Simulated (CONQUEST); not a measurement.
Ge under changes of volume

One of the cells (22.639 Å³/atom); the others are scaled copies at fixed shape and fractional positions:

```
Ge
1.0
     4.00068    0.00000    0.00000
     0.00000    4.00068    0.00000
     0.00000    0.00000    5.65782
Ge
4
Direct
  0.00000 0.50000 0.25000
  0.50000 0.00000 0.75000
  0.00000 0.00000 0.50000
  0.50000 0.50000 0.00000
```

| Item | Value |
| --- | --- |
| Program | CONQUEST 1.3 |
| Functional | PBE |
| Potentials or basis | PseudoDojo NC PBE, SZ, grid of 40 × 40 × 60 points |
| k mesh | 7 × 7 × 5 |
| Occupations | fermi-dirac, width 0.05 eV |
| Spin | no spin polarisation |

```csv
volume (Å³/atom),energy over the lowest point (meV/atom),pressure (GPa),gap on the mesh (eV)
21.281,?,?,?
21.733,114.75,12.4,0.72
22.186,82.02,10.6,0.48
22.639,54.52,9.0,0.25
23.092,31.85,7.1,none
23.545,13.66,5.5,none
23.997,0.00,4.2,none
```

Problem. What does the run at 21.281 Å³/atom give?

Solution. Energy over the lowest point 154.08 meV/atom; pressure 15.1 GPa; gap on the mesh 0.98 eV.

Worked out: A Birch-Murnaghan fit of order 3 (a polynomial in V^(-2/3)) to the other rows has no minimum within the range. It gives 152.74 meV/atom at 21.281 Å³/atom, against the run's 154.08, and -dE/dV = 14.5 GPa, against 15.1.

Energies are extrapolated to zero smearing.

Caveats: the atomic basis is small; the basis of atomic orbitals isn't converged, which shifts pressures, moduli and gaps; the real-space grid breaks the cell's symmetry a little (some runs); an odd mesh through Γ misses points on the zone boundary, where band edges often lie (some runs). Spin-orbit coupling on Ge is left out.

A gap of «none» marks a metal or a gap under the smearing width.
